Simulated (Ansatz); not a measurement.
GaP: course of a relaxation

These are results of DFT PBE, scalar-relativistic, plane waves, PAW in Ansatz 0.2.0, not measurements. Settings: 420 eV cutoff, 8×8×8 k-mesh, Gaussian smearing of 0.02 eV, no spin polarisation.

What was changed in AlP: Al → Ga on all its sites, cell and atoms relaxed.

Command:

```bash
ansatz run input.yaml --threads 1 --pin off --max-ram 2560MiB --backend cpu --events-out ev --progress --plain --runs-dir out
```

Input:

```yaml
crystal:
  lattice:
    - [0.0, 2.7615913241, 2.7615913241]
    - [2.7615913241, 0.0, 2.7615913241]
    - [2.7615913241, 2.7615913241, 0.0]
  atoms:
    - { symbol: Ga, position: [0.0, 0.0, 0.0] }
    - { symbol: P, position: [0.75, 0.75, 0.75] }
basis:
  ecutwfc: 420
kpoints:
  mp_grid: { grid: [8, 8, 8] }
hamiltonian:
  xc: pbe
scf:
  occupations: { method: gaussian, width: 0.02 }
output:
  forces: true
  stress: true
  eigenvalues: true
relax:
  adjacent_minimum: "off"
  f_tol: 0.01
  max_steps: 60
  cell: { stress_tol: 0.1 }
```

F is the free energy. Steps run on the plane waves of an earlier cell, but the last one, and at times one on the way, on a freshly chosen basis, so a repeated geometry can differ a little in energy.

Steps:

| step | F − F(1) (eV) | largest force component (eV/Å) | V (Å³/atom) | P (GPa) |
| --- | --- | --- | --- | --- |
| 1 | 0.0000 | 0.000 | 21.061 | -0.70 |
| 2 | -0.0009 | 0.000 | 20.922 | -0.21 |
| 3 | -0.0010 | 0.000 | 20.865 | 0.00 |
| 4 | -0.0009 | 0.000 | 20.865 | 0.00 |

Relaxed structure:

```cif
data_structure
_symmetry_space_group_name_H-M 'P 1'
_symmetry_Int_Tables_number 1
_cell_length_a 3.8933
_cell_length_b 3.8933
_cell_length_c 3.8933
_cell_angle_alpha 60.000
_cell_angle_beta 60.000
_cell_angle_gamma 60.000
_cell_volume 41.73
loop_
_atom_site_label
_atom_site_type_symbol
_atom_site_fract_x
_atom_site_fract_y
_atom_site_fract_z
_atom_site_occupancy
Ga1 Ga 0.00000 0.00000 0.00000 1
P1 P 0.75000 0.75000 0.75000 1
```

It takes space group F-43m (No. 216, cubic). The conventional cell has a = 5.506 Å, b = 5.506 Å, c = 5.506 Å, α = 90.00°, β = 90.00°, γ = 90.00°. Around Ga (site symmetry -43m) lie 4 P at 2.38 Å. P (site symmetry -43m) has 4 Ga at 2.38 Å as nearest neighbours.

The run converged. The run took 6.5 s on 1 thread of Intel(R) Xeon(R) 6975P-C (Granite Rapids), on a shared host, peak memory 0.37 GiB.